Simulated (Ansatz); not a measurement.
Here is an Ansatz 0.2.0 calculation.

input

```
crystal:
  lattice:
    - [-1.63224671, 1.68876785, 1.16666691]
    - [1.73080285, -1.69329951, 1.29369204]
    - [1.62460171, 1.68565451, -1.17225083]
  atoms:
    - { symbol: Si, position: [0.0, 0.0, 0.0] }
hamiltonian:
  xc: { exchange: pbesol, correlation: pbesol, exx: { coeff: 0.25 } }
  pseudopotentials: { kind: paw }
kpoints:
  mp_grid: { grid: [7, 7, 6] }
scf:
  occupations: { method: fermi_dirac, width: 0.05 }
output:
  forces: true
  stress: true
  eigenvalues: true
  write_density: true
  write_potential: true
  elf: true
  volumetric_format: npy
```

Predict the pressure.

1.7 GPa.

What does it give for the band gap on the k mesh?

None (metal or under the smearing width).

Stress tensor (GPa, compression positive):
```
-0.42  1.05  7.16
 1.05 -5.08  5.28
 7.16  5.28 10.47
```

Caveat: the k mesh is coarse (spacing up to 0.45 Å⁻¹), so the values aren't converged, least of all with exact exchange; the PAW data sets come from PBE, with cores solved anew for the run's functional, which leaves a small shift of forces and pressure; the thresholds are loose for stress.
